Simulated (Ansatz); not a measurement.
# Ni2H (P-3m1) in Ansatz: further runs

Aim: see how the results for Ni2H move with the level of theory and the settings. Levels: LDA, LDA+U. Tasks: projected density of states.

All numbers are computed with Ansatz 0.2.0; they aren't measurements. Logs are shortened: lines on timing, memory, paths and dates and some standing lists are left out, and cuts for length are marked.

## (1) Starting point

It takes space group P-3m1 (No. 164, trigonal). The conventional cell has a = 2.643 Å, b = 2.643 Å, c = 4.308 Å, α = 90.00°, β = 90.00°, γ = 120.00°. Ni (site symmetry 3m) has 3 H at 1.83 Å as nearest neighbours. H (site symmetry -3m) has 6 Ni at 1.83 Å as nearest neighbours.

## (2) Projected density of states, LDA, collinear spin, ferromagnetic start

input.yaml reads:

```yaml
crystal:
  lattice:
    - [2.643, 0.0, 0.0]
    - [-1.3215, 2.2889051422, 0.0]
    - [0.0, 0.0, 4.308]
  atoms:
    - { symbol: Ni, position: [0.6666666667, 0.3333333333, 0.767], spin: 1.0 }
    - { symbol: Ni, position: [0.3333333333, 0.6666666667, 0.233], spin: 1.0 }
    - { symbol: H, position: [0.0, 0.0, 0.0] }
hamiltonian:
  xc: lda
  pseudopotentials: { kind: paw }
magnetization:
  spin_polarized: true
kpoints:
  mp_grid: { grid: [11, 11, 6] }
scf:
  occupations: { method: fermi_dirac, width: 0.05 }
  n_extra_bands: 7
output:
  forces: true
  stress: true
  eigenvalues: true
  dos: { projected: true, de: 0.05, nscf_kmesh: { grid: [17, 17, 9] } }
```

Potentials or basis: Ansatz PAW.

On the command line:

```console
$ ansatz run input.yaml --threads 2 --pin off --max-ram 5632MiB --backend cpu --events-out ev --progress --plain --runs-dir out
```

The log of the run:

```text
Warning: RAYON_NUM_THREADS=2 ignored (pool sized by the plan → 2); use --threads N
scf.n_extra_bands = 7 over 19 filled bands (N_el = 37.0): the run solves 26 bands
Engine: ansatz 0.2.0, aarch64-unknown-linux-gnu
Pseudopotentials: kind: paw
Pseudopotential: Ni, paw, valence charge 18, recommended cutoff 420 eV (normal), Ni.paw.azcp
Pseudopotential: H, paw, valence charge 1, recommended cutoff 420 eV (normal), H.paw.azcp
Functional definition: SPW92
  exchange = slater_x
  correlation = pw_c
Crystal: 3 atoms, lattice volume = 26.062 Å³
Basis set: ecut = 420 eV, 537 PW (Γ)
Bands: 26, of which v1, the nominal top of the filled ones, is band 19 counted from 1 (18 counted from 0)
Symmetry: 12 space group operations
Space group: P-3m1 (ITA 164), of the structure as read, at distance tolerance 3.0e-5 Å
Magnetic group: BNS 164.85 (UNI 1315), of the structure as read, at distance tolerance 3.0e-5 Å
k-points: 84 of 726
Non-local potential: Ni, projectors of the file, l = 0: 3, l = 1: 2, l = 2: 3, l = 3: 1
Non-local potential: H, projectors of the file, l = 0: 2, l = 1: 1
PAW form: soft (Blöchl's): semilocal exchange-correlation on the pseudo side does not see the compensation charge
PAW frozen core: Ni, regenerated for the run's functional, and the local potential with it (the file was generated under x = pbe(κ = 0.804, μ = 0.2195149727645171), c = pbe(β = 0.06672455060314922))
PAW one-centre angular grid: Ni, 590 points (default); XC on 64 Gauss nodes
PAW one-centre angular grid: H, 110 points (default); XC on 64 Gauss nodes
Initial density: superposition of atomic densities (chi_scale 0.1, normalization cell)
Starting moments: Σ|m| = 2 μB on 2 of 3 sites
Initial wavefunctions: pseudopotential atomic-orbital guess
Functional: x = slater, c = lda
SCF iter   1: F=—  HF=-11559.976742 eV  |F-HF|=—  |Δ(HF+E_count)|=         —  Δρ=7.95e-2 (↑7.95e-2 ↓2.10e-2)  dr2=1.17e0  dr2_m=4.48e-1  M=1.135 μB ∫|m|=1.221 μB  β_m=0.30  ethr=3.10e-3  ⟨swp⟩=5.7  Hψ=16773  notcnv=0  defer=43
Mixer restart at iter 1: flushing history
preconditioner: auto → none  [metal: Δε(μ)=0.000 eV  Ē_g=11.205 eV  σ=0.050 eV  W_gap=0.00  n_scr=8 (ndim 8)  ℏωp=33.3 eV  f_vac=0.000  D(μ)=5.61/eV (n_scr^D=110)  sad-step TF]
SCF iter   2: F=—  HF=-11559.993374 eV  |F-HF|=—  |Δ(HF+E_count)|=   1.66e-2  Δρ=5.32e-2 (↑3.00e-2 ↓5.32e-2)  dr2=2.10e-1  dr2_m=3.87e-1  M=0.996 μB ∫|m|=1.078 μB  β_m=0.37  ethr=3.10e-3  ⟨swp⟩=2.8  Hψ=7866  notcnv=0  defer=284
SCF iter   3: F=—  HF=-11560.901701 eV  |F-HF|=—  |Δ(HF+E_count)|=   9.08e-1  Δρ=4.44e-2 (↑2.39e-2 ↓4.44e-2)  dr2=6.69e-2  dr2_m=2.73e-1  M=0.894 μB ∫|m|=0.976 μB  β_m=0.24  ethr=5.68e-4  ⟨swp⟩=2.7  Hψ=7111  notcnv=0  defer=284
SCF iter   4: F=—  HF=-11561.420176 eV  |F-HF|=—  |Δ(HF+E_count)|=   5.18e-1  Δρ=3.53e-2 (↑2.24e-2 ↓3.53e-2)  dr2=5.04e-2  dr2_m=1.95e-1  M=0.813 μB ∫|m|=0.891 μB  β_m=0.13  ethr=1.81e-4  ⟨swp⟩=2.2  Hψ=7515  notcnv=0  defer=283
SCF iter   5: F=—  HF=-11561.760082 eV  |F-HF|=—  |Δ(HF+E_count)|=   3.40e-1  Δρ=2.38e-2 (↑2.38e-2 ↓2.20e-2)  dr2=2.30e-3  dr2_m=1.25e-1  M=0.746 μB ∫|m|=0.819 μB  β_m=0.36  ethr=1.36e-4  ⟨swp⟩=2.2  Hψ=7446  notcnv=0  defer=289
SCF iter   6: F=—  HF=-11562.129511 eV  |F-HF|=—  |Δ(HF+E_count)|=   3.69e-1  Δρ=2.19e-2 (↑2.19e-2 ↓1.40e-2)  dr2=1.09e-2  dr2_m=7.63e-2  M=0.327 μB ∫|m|=0.381 μB  β_m=0.52  ethr=6.23e-6  ⟨swp⟩=2.8  Hψ=10042  notcnv=0  defer=290
SCF iter   7: F=—  HF=-11561.855132 eV  |F-HF|=—  |Δ(HF+E_count)|=   2.74e-1  Δρ=1.50e-2 (↑1.46e-2 ↓1.50e-2)  dr2=1.30e-1  dr2_m=1.19e-3  M=0.087 μB ∫|m|=0.118 μB  β_m=0.76  ethr=6.23e-6  ⟨swp⟩=2.9  Hψ=10755  notcnv=0  defer=292
SCF iter   8: F=—  HF=-11562.122071 eV  |F-HF|=—  |Δ(HF+E_count)|=   2.67e-1  Δρ=1.03e-2 (↑1.03e-2 ↓7.57e-3)  dr2=1.30e-3  dr2_m=1.90e-2  M=0.248 μB ∫|m|=0.287 μB  β_m=0.74  ethr=6.23e-6  ⟨swp⟩=3.0  Hψ=10719  notcnv=0  defer=293
SCF iter   9: F=—  HF=-11562.122252 eV  |F-HF|=—  |Δ(HF+E_count)|=   1.81e-4  Δρ=4.43e-3 (↑4.43e-3 ↓4.06e-3)  dr2=4.95e-5  dr2_m=4.27e-3  M=0.213 μB ∫|m|=0.243 μB  β_m=0.87  ethr=3.51e-6  ⟨swp⟩=1.6  Hψ=6501  notcnv=0  defer=289
SCF iter  10: F=—  HF=-11562.122306 eV  |F-HF|=—  |Δ(HF+E_count)|=   5.46e-5  Δρ=6.00e-4 (↑6.00e-4 ↓1.67e-4)  dr2=9.20e-5  dr2_m=1.26e-5  M=0.179 μB ∫|m|=0.203 μB  β_m=0.87  ethr=1.34e-7  ⟨swp⟩=2.0  Hψ=7421  notcnv=0  defer=289
SCF iter  11: F=—  HF=-11562.122370 eV  |F-HF|=—  |Δ(HF+E_count)|=   6.40e-5  Δρ=1.71e-4 (↑1.01e-4 ↓1.71e-4)  dr2=1.10e-5  dr2_m=5.73e-7  M=0.176 μB ∫|m|=0.199 μB  β_m=0.80  ethr=1.34e-7  ⟨swp⟩=2.1  Hψ=6659  notcnv=0  defer=289
SCF iter  12: F=—  HF=-11562.122372 eV  |F-HF|=—  |Δ(HF+E_count)|=   1.51e-6  Δρ=6.49e-5 (↑6.49e-5 ↓1.03e-5)  dr2=7.45e-7  dr2_m=2.65e-7  M=0.176 μB ∫|m|=0.199 μB  β_m=0.80  ethr=2.96e-8  ⟨swp⟩=2.0  Hψ=5983  notcnv=0  defer=289
SCF iter  13: F=—  HF=-11562.122372 eV  |F-HF|=—  |Δ(HF+E_count)|=   1.45e-7  Δρ=2.46e-5 (↑2.46e-5 ↓5.93e-6)  dr2=8.77e-8  dr2_m=4.49e-8  M=0.175 μB ∫|m|=0.198 μB  β_m=0.77  ethr=2.01e-9  ⟨swp⟩=1.5  Hψ=5069  notcnv=0  defer=289
SCF iter  14: F=—  HF=-11562.122372 eV  |F-HF|=—  |Δ(HF+E_count)|=  3.47e-10  Δρ=1.51e-5 (↑1.51e-5 ↓8.62e-6)  dr2=1.24e-8  dr2_m=3.28e-8  M=0.175 μB ∫|m|=0.198 μB  β_m=0.73  ethr=2.37e-10  ⟨swp⟩=1.5  Hψ=5081  notcnv=0  defer=289
SCF iter  15: F=—  HF=-11562.122372 eV  |F-HF|=—  |Δ(HF+E_count)|=   1.28e-8  Δρ=4.30e-6 (↑4.11e-6 ↓4.30e-6)  dr2=6.63e-12  dr2_m=4.23e-9  M=0.175 μB ∫|m|=0.198 μB  β_m=0.73  ethr=3.34e-11  ⟨swp⟩=1.7  Hψ=5798  notcnv=0  defer=289
SCF iter  16: F=—  HF=-11562.122372 eV  |F-HF|=—  |Δ(HF+E_count)|=  2.62e-10  Δρ=5.92e-7 (↑5.29e-7 ↓5.92e-7)  dr2=4.72e-12  dr2_m=7.01e-11  M=0.175 μB ∫|m|=0.198 μB  β_m=0.87  ethr=1.00e-12  ⟨swp⟩=2.0  Hψ=6605  notcnv=0  defer=289
SCF iter  17: F=-11562.122372 eV  HF=-11562.122372 eV  |F-HF|=1.82e-11  |Δ(HF+E_count)|=    0.00e0  Δρ=2.60e-7 (↑1.22e-7 ↓2.60e-7)  dr2=1.75e-11  dr2_m=1.49e-12  M=0.175 μB ∫|m|=0.198 μB  ethr=1.00e-12  ⟨swp⟩=6.1  Hψ=12827  notcnv=0
SCF 1 converged in 17 iterations: F = -11562.122372 eV  dr2 = 1.75e-11
NSCF: frozen V_eff on 261 k-points
SCF converged after 17 iterations
Magnetization: 0.1751 μB (18.5875 up, 18.4125 down)
Absolute magnetization: 0.1979 μB (∫|ρ↑−ρ↓|, with the PAW one-centre terms)
Spin contamination: 0.0003 ħ² per cell (⟨S²⟩ above its minimum at these occupations)
Per-site moments (μB) at R_I (Å): [(0.08887798741306398, 0.7534225457473244), (0.08887798741306407, 0.7534225457473244), (-0.0020903540028124664, 0.7534225457473244)]
Free energy (F): -11562.122372 eV
Harris-Foulkes:  -11562.122372 eV  (|F-HF|=1.82e-11)
Internal energy: -11562.087776 eV  (E = F + TS)
E sigma→0 (E₀):  -11562.105074 eV
Entropy (-TS):   -0.034597 eV (-11.532 meV/atom)
Fermi energy:    14.771703 eV
--- Per-component energies (eV) ---
  E_band       = -661.256584
  E_kinetic    = 579.460162
  E_local      = -7460.285697  (includes V_loc(G=0)·N_el)
  E_nonlocal   = 1286.068703
  E_hartree    = 3112.898046
  E_xc         = -176.559123
  E_vxc        = -228.632375  (∫ρ·V_xc dr)
  E_paw        = -3133.117181  (= ΣΔE_a)
  E_vpaw       = -1063.663494  (= ΣTr[D̂ρ^β])
  E_aug_tail   = -0.000409  (compensation charges beyond the density's cutoff)
  E_ewald      = -5771.420518
  E_core_change = 0.868241  (= ΣΔE_core)
  E_smearing   = -0.034597  (= −TS)
  E_closure    = -0.000000  (closes the sum)
  Σ components = -11562.122372   (vs F -11562.122372, Δ=0.00e0)
--- Forces (eV/Å), atoms counted from 1 ---
  atom   1  Ni    -0.00000000     0.00000000    -0.92224925
  atom   2  Ni     0.00000000    -0.00000000     0.92224925
  atom   3  H     -0.00000000     0.00000000     0.00000000
  max |Σ_I F_I| component: 6.94e-18 eV/Å
--- Stress (GPa, compression-positive) ---
      -23.738140       0.000000       0.000000
        0.000000     -23.738140      -0.000000
        0.000000      -0.000000     -21.857335
  P = ⅓ Tr σ = -23.1112 GPa (-231.112 kbar)
--- Band table (eV; the first three rows and the last of 168) ---
  k-point 0 ↑: bands = ["-87.2429", "-87.2235", "-48.1219", "-48.0361", "-48.0361", "-48.0143", "-48.0143", "-47.9881", "4.0972", "10.6303", "12.6369", "12.9991", "12.9991", "13.2153", "13.2722", "13.2722", "13.6845", "13.6845", "14.4678", "14.4678", "19.0219", "28.4089", "35.4610", "35.4610", "35.6274", "35.6274"]
  k-point 1 ↑: bands = ["-87.2421", "-87.2243", "-48.1150", "-48.0352", "-48.0352", "-48.0152", "-48.0152", "-47.9950", "4.2366", "10.2059", "12.5705", "12.9647", "12.9647", "13.1377", "13.2308", "13.2308", "13.7736", "13.7736", "14.4594", "14.4594", "20.0035", "28.3199", "34.5980", "35.4953", "35.4953", "35.8569"]
  k-point 2 ↑: bands = ["-87.2401", "-87.2263", "-48.0981", "-48.0330", "-48.0330", "-48.0174", "-48.0174", "-48.0121", "4.5635", "9.3389", "12.5752", "12.9290", "12.9290", "12.9984", "13.1308", "13.1308", "13.9632", "13.9632", "14.4155", "14.4155", "22.2003", "27.9647", "31.4025", "35.5888", "35.5888", "36.1504"]
  k-point 83 ↓: bands = ["-87.1120", "-87.1108", "-48.0114", "-48.0071", "-47.9913", "-47.9698", "-47.9112", "-47.9068", "8.1446", "11.7588", "12.0030", "12.6401", "12.8264", "12.9071", "13.5779", "13.8271", "14.5823", "14.6061", "17.0458", "18.4801", "19.4950", "20.7500", "21.8323", "22.9252", "31.0659", "33.1522"]
```

Wall time 14 s (2 threads of Arm Neoverse V2, shared host); peak memory 0.38 GiB.

Results:

- Free energy: -11562.1224 eV
- Pressure: -23.1 GPa
- Largest force: 0.922 eV/Å
- Band gap on the k mesh: none (metal or under the smearing width)
- Net moment: 0.18 μB per cell
- Absolute moment: 0.20 μB per cell
- Site moments: Ni +0.09; H -0.00 μB
- Density of states at the Fermi level: 3.04 states/eV per cell

Forces on the atoms (eV/Å):
```
Ni   0.000  0.000 -0.922
Ni   0.000  0.000  0.922
H    0.000  0.000  0.000
```

Stress tensor (GPa, compression positive):
```
-23.74   0.00   0.00
  0.00 -23.74   0.00
  0.00   0.00 -21.86
```

States per cell in windows of 1 eV (zero at the Fermi level; states under -8 eV left out):
| from (eV) | up | down | Ni 3d up | Ni 3d down | Ni 4s up | Ni 4s down | H 1s up | H 1s down |
| --- | --- | --- | --- | --- | --- | --- | --- | --- |
| -8.0 | 0.42 | 0.41 | 0.12 | 0.11 | 0.06 | 0.06 | 0.23 | 0.22 |
| -7.0 | 0.15 | 0.16 | 0.06 | 0.06 | 0.01 | 0.01 | 0.08 | 0.09 |
| -6.0 | 0.04 | 0.04 | 0.01 | 0.01 | 0.03 | 0.03 | 0.00 | 0.00 |
| -5.0 | 0.21 | 0.18 | 0.09 | 0.07 | 0.11 | 0.10 | 0.00 | 0.00 |
| -4.0 | 1.01 | 0.94 | 0.77 | 0.69 | 0.21 | 0.22 | 0.01 | 0.01 |
| -3.0 | 1.95 | 1.82 | 1.77 | 1.64 | 0.09 | 0.09 | 0.02 | 0.02 |
| -2.0 | 3.32 | 3.37 | 3.15 | 3.20 | 0.05 | 0.06 | 0.03 | 0.03 |
| -1.0 | 3.13 | 3.23 | 3.08 | 3.19 | 0.03 | 0.02 | 0.01 | 0.01 |
| 0.0 | 0.54 | 0.59 | 0.40 | 0.45 | 0.07 | 0.07 | 0.04 | 0.04 |
| 1.0 | 0.32 | 0.34 | 0.15 | 0.16 | 0.07 | 0.07 | 0.04 | 0.04 |
| 2.0 | 0.26 | 0.27 | 0.08 | 0.08 | 0.08 | 0.08 | 0.02 | 0.02 |
| 3.0 | 0.19 | 0.20 | 0.04 | 0.05 | 0.06 | 0.06 | 0.02 | 0.02 |
| 4.0 | 0.25 | 0.23 | 0.05 | 0.04 | 0.11 | 0.11 | 0.02 | 0.02 |
| 5.0 | 0.42 | 0.43 | 0.06 | 0.06 | 0.19 | 0.19 | 0.04 | 0.04 |
| 6.0 | 0.37 | 0.38 | 0.04 | 0.04 | 0.15 | 0.15 | 0.04 | 0.04 |
| 7.0 | 0.43 | 0.43 | 0.03 | 0.03 | 0.14 | 0.14 | 0.04 | 0.04 |

Caveat: the PAW data sets come from PBE, with cores solved anew for the run's functional, which leaves a small shift of forces and pressure; the starting moments weren't kept.

## (3) Projected density of states, LDA+U, collinear spin, ferromagnetic start

input.yaml, as its differences from that of step 2:

```diff
@@ -12,2 +12,3 @@
   pseudopotentials: { kind: paw }
+  hubbard: { sites: [{ species: Ni, l: d, u_eff: 1.0 }] }
 magnetization:
```

Potentials or basis: Ansatz PAW.

On the command line:

```console
$ ansatz run input.yaml --threads 2 --pin off --max-ram 5632MiB --backend cpu --events-out ev --progress --plain --runs-dir out
```

Wall time 17 s (2 threads of Arm Neoverse V2, shared host); peak memory 0.43 GiB.

The run converged. Its results:

```
Free energy                          : -11561.1527 eV
Pressure                             : -23.3 GPa
Largest force                        : 0.880 eV/Å
Band gap on the k mesh               : none (metal or under the smearing width)
Net moment                           : 0.21 μB per cell
Absolute moment                      : 0.25 μB per cell
Site moments                         : Ni +0.11; H -0.00 μB
Density of states at the Fermi level : 3.43 states/eV per cell
```

Forces in eV/Å, atoms in the order of the input:
```
Ni   0.000  0.000 -0.880
Ni   0.000  0.000  0.880
H    0.000  0.000  0.000
```

Stress tensor (GPa, compression positive):
```
-23.91   0.00   0.00
  0.00 -23.91   0.00
  0.00   0.00 -21.98
```

Levels at points of the mesh, in eV from the Fermi level:
Spin up:
```
            k point  band 17  band 18  band 19  band 20  band 21  band 22
 (0.00, 0.00, 0.00)    -1.12    -1.12    -0.35    -0.35     4.44    13.83
(0.00, 0.00, -0.50)    -0.72    -0.72    -0.47    -0.47     9.27    12.74
```
Spin down:
| k point | band 17 | band 18 | band 19 | band 20 | band 21 | band 22 |
| --- | --- | --- | --- | --- | --- | --- |
| (0.00, 0.00, 0.00) | -1.00 | -1.00 | -0.20 | -0.20 | 4.51 | 13.82 |
| (0.00, 0.00, -0.50) | -0.60 | -0.60 | -0.31 | -0.31 | 9.28 | 12.77 |

States per cell in windows of 1 eV (zero at the Fermi level; states under -8 eV left out):
```tsv
from (eV)	up	down	Ni 3d up	Ni 3d down	Ni 4s up	Ni 4s down	H 1s down	H 1s up
-8.0	0.38	0.36	0.10	0.09	0.07	0.07	0.19	0.20
-7.0	0.23	0.25	0.09	0.10	0.01	0.01	0.14	0.13
-6.0	0.03	0.03	0.00	0.00	0.02	0.02	0.00	0.00
-5.0	0.20	0.15	0.09	0.06	0.10	0.09	0.00	0.00
-4.0	1.16	0.99	0.91	0.74	0.21	0.23	0.01	0.01
-3.0	2.06	1.82	1.89	1.63	0.09	0.09	0.02	0.02
-2.0	3.15	3.35	2.99	3.18	0.05	0.06	0.03	0.03
-1.0	3.07	3.22	3.01	3.17	0.03	0.02	0.01	0.01
0.0	0.50	0.57	0.37	0.44	0.07	0.06	0.04	0.04
1.0	0.32	0.33	0.15	0.17	0.07	0.07	0.04	0.04
2.0	0.26	0.26	0.08	0.08	0.08	0.08	0.03	0.02
3.0	0.22	0.23	0.05	0.05	0.07	0.07	0.02	0.02
4.0	0.18	0.16	0.03	0.03	0.08	0.07	0.02	0.02
5.0	0.42	0.42	0.06	0.06	0.19	0.19	0.04	0.04
6.0	0.37	0.38	0.04	0.04	0.15	0.15	0.04	0.04
7.0	0.43	0.43	0.03	0.03	0.15	0.15	0.04	0.04
```

Eigenvalues of the final occupation matrices:
| site | spin | trace | eigenvalues |
| --- | --- | --- | --- |
| site 1 | 1 | 4.52 | 0.88 0.88 0.91 0.92 0.92 |
| site 1 | 2 | 4.40 | 0.87 0.87 0.88 0.89 0.89 |
| site 2 | 1 | 4.52 | 0.88 0.88 0.91 0.92 0.92 |
| site 2 | 2 | 4.40 | 0.87 0.87 0.88 0.89 0.89 |

Caveat: the magnetic or orbital state may not be the lowest; the PAW data sets come from PBE, with cores solved anew for the run's functional, which leaves a small shift of forces and pressure; the U is typed as a test and isn't derived for this compound. The state reached can hang on the start; a lower one may exist.

## (4) Projected density of states, LDA+U, collinear spin, ferromagnetic start

input.yaml, as its differences from that of step 3:

```diff
@@ -12,3 +12,3 @@
   pseudopotentials: { kind: paw }
-  hubbard: { sites: [{ species: Ni, l: d, u_eff: 1.0 }] }
+  hubbard: { sites: [{ species: Ni, l: d, u_eff: 2.0 }] }
 magnetization:
```

On the command line:

```console
$ ansatz run input.yaml --threads 2 --pin off --max-ram 5632MiB --backend cpu --events-out ev --progress --plain --runs-dir out
```

Wall time 36 s (2 threads of Arm Neoverse V2, shared host); peak memory 0.63 GiB.

Results (log left out):

```yaml
Free_energy: -11560.2080 eV
Pressure: -23.4 GPa
Largest_force: 0.840 eV/Å
Band_gap_on_the_k_mesh: none (metal or under the smearing width)
Net_moment: 0.20 μB per cell
Absolute_moment: 0.24 μB per cell
Site_moments: Ni +0.10; H -0.00 μB
Density_of_states_at_the_Fermi_level: 2.23 states/eV per cell
```

Forces on the atoms (eV/Å):
```
Ni   0.000  0.000 -0.840
Ni   0.000  0.000  0.840
H    0.000  0.000  0.000
```

Stress tensor (GPa, compression positive):
```
-24.01   0.00   0.00
  0.00 -24.01   0.00
  0.00   0.00 -22.06
```

Levels at points of the mesh, in eV from the Fermi level:
Spin up:
```tsv
k point	band 17	band 18	band 19	band 20	band 21	band 22
(0.00, 0.00, 0.00)	-1.14	-1.14	-0.38	-0.38	4.65	14.03
(0.00, 0.00, -0.50)	-0.73	-0.73	-0.50	-0.50	9.49	13.00
```
Spin down:
| k point | band 15 | band 16 | band 17 | band 18 | band 19 | band 20 | band 21 | band 22 | band 23 | band 24 |
| --- | --- | --- | --- | --- | --- | --- | --- | --- | --- | --- |
| (0.00, 0.00, 0.00) | -1.46 | -1.40 | -1.00 | -1.00 | -0.21 | -0.21 | 4.72 | 14.02 | 21.19 | 21.19 |
| (0.00, 0.00, -0.50) | -1.67 | -1.67 | -0.59 | -0.59 | -0.33 | -0.33 | 9.50 | 13.03 | 15.69 | 21.34 |

States per cell in windows of 1 eV (zero at the Fermi level; states under -8 eV left out):
```tsv
from (eV)	up	down	Ni 3d up	Ni 3d down	Ni 4s up	Ni 4s down	H 1s up	H 1s down
-8.0	0.31	0.30	0.07	0.07	0.07	0.07	0.16	0.16
-7.0	0.36	0.37	0.14	0.14	0.02	0.02	0.19	0.20
-6.0	0.01	0.01	0.00	0.00	0.01	0.01	0.00	0.00
-5.0	0.13	0.11	0.05	0.03	0.08	0.07	0.00	0.00
-4.0	1.14	0.97	0.89	0.71	0.22	0.23	0.01	0.01
-3.0	1.91	1.81	1.74	1.63	0.09	0.10	0.02	0.02
-2.0	3.26	3.30	3.09	3.13	0.06	0.06	0.03	0.03
-1.0	3.14	3.23	3.09	3.18	0.03	0.02	0.01	0.01
0.0	0.51	0.62	0.38	0.50	0.07	0.06	0.04	0.04
1.0	0.32	0.34	0.16	0.18	0.07	0.07	0.04	0.04
2.0	0.26	0.26	0.08	0.09	0.08	0.07	0.03	0.03
3.0	0.23	0.24	0.05	0.06	0.08	0.08	0.02	0.02
4.0	0.12	0.12	0.02	0.02	0.04	0.04	0.02	0.02
5.0	0.39	0.39	0.06	0.06	0.18	0.18	0.04	0.04
6.0	0.40	0.40	0.04	0.05	0.17	0.17	0.04	0.04
7.0	0.40	0.40	0.03	0.03	0.15	0.15	0.04	0.04
```

Eigenvalues of the final occupation matrices:
```
  site  spin  trace               eigenvalues
site 1     1   4.53  0.88 0.88 0.91 0.93 0.93
site 1     2   4.42  0.87 0.87 0.88 0.90 0.90
site 2     1   4.53  0.88 0.88 0.91 0.93 0.93
site 2     2   4.42  0.87 0.87 0.88 0.90 0.90
```

Caveat: the magnetic or orbital state may not be the lowest; the PAW data sets come from PBE, with cores solved anew for the run's functional, which leaves a small shift of forces and pressure; the U is typed as a test and isn't derived for this compound; the starting moments weren't kept. The state reached can hang on the start; a lower one may exist.

## (5) Summary

```csv
level,U,hubbard projectors,double counting,gap on the mesh (eV),pressure (GPa),moment (μB),largest force (eV/Å)
LDA,-,-,-,none,-23.1,0.18,0.92
LDA+U,Ni d U = 1 eV,ortho-atomic (the default),fll (the default),none,-23.3,0.21,0.88
LDA+U,Ni d U = 2 eV,ortho-atomic (the default),fll (the default),none,-23.4,0.20,0.84
```

Alike in all rows: task projected density of states; potentials or basis Ansatz PAW; spin collinear, ferromagnetic start; cell as given; k mesh 11 × 11 × 6; cutoff (eV) 420; smearing fermi-dirac 0.05 eV.

Every run on the cell as given and a fine mesh finds a metal.

Caveats: the PAW data sets come from PBE, with cores solved anew for the run's functional, which leaves a small shift of forces and pressure; the starting moments weren't kept (some runs); the magnetic or orbital state may not be the lowest (some runs); the U is typed as a test and isn't derived for this compound (some runs).

Total energies depend on the potentials used, so only differences within one code and one set of settings carry meaning.
